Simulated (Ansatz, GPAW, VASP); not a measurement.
## One calculation of Cu, 8 ways

```xyz
1
Lattice="0.0000 1.8075 1.8075 1.8075 0.0000 1.8075 1.8075 1.8075 0.0000" Properties=species:S:1:pos:R:3 pbc="T T T"
Cu    0.0000    0.0000    0.0000
```

Alike in all runs: task band structure; functional PBE; k mesh 13 × 13 × 13; occupations fermi-dirac, width 0.05 eV; no spin polarisation; no spin-orbit coupling. Pressure is positive in compression and, in plane waves, holds the error of the finite cutoff, which Ansatz's Pulay term estimates and takes out.

```
                                program and potentials  plane-wave cutoff (eV)                                                                      notes  pressure (GPa)
                        Ansatz, Ansatz PAW polarizable                     420  19 valence electrons an atom on average; Pulay term of +0.13 GPa included            1.67
                                    Ansatz, Ansatz PAW                     420  19 valence electrons an atom on average; Pulay term of +0.13 GPa included            1.67
        Ansatz, all-electron LAPW, scalar-relativistic                       -                                                                          -            1.64
                     VASP, PBE PAW files Cu_GW, 550 eV                     550                                    11 valence electrons an atom on average            0.43
                                       Ansatz, SPMS NC                     952  19 valence electrons an atom on average; Pulay term of +0.62 GPa included            1.74
                                     Ansatz, Ansatz NC                    1252  19 valence electrons an atom on average; Pulay term of +0.04 GPa included            1.67
Ansatz, Ansatz PAW (files of its older set among them)                    1050                                    19 valence electrons an atom on average            1.64
                                   GPAW, SG15 ONCV 1.2                    1100                                    19 valence electrons an atom on average            1.96
```

The pressure spans 0.43 (VASP, PBE PAW files Cu_GW, 550 eV) to 1.96 GPa (GPAW, SG15 ONCV 1.2), with all-electron results at 1.64.

The functional is the same throughout but for its coding, so the spread measures potentials, basis and numerics; runs on potential files found faulty are left out.
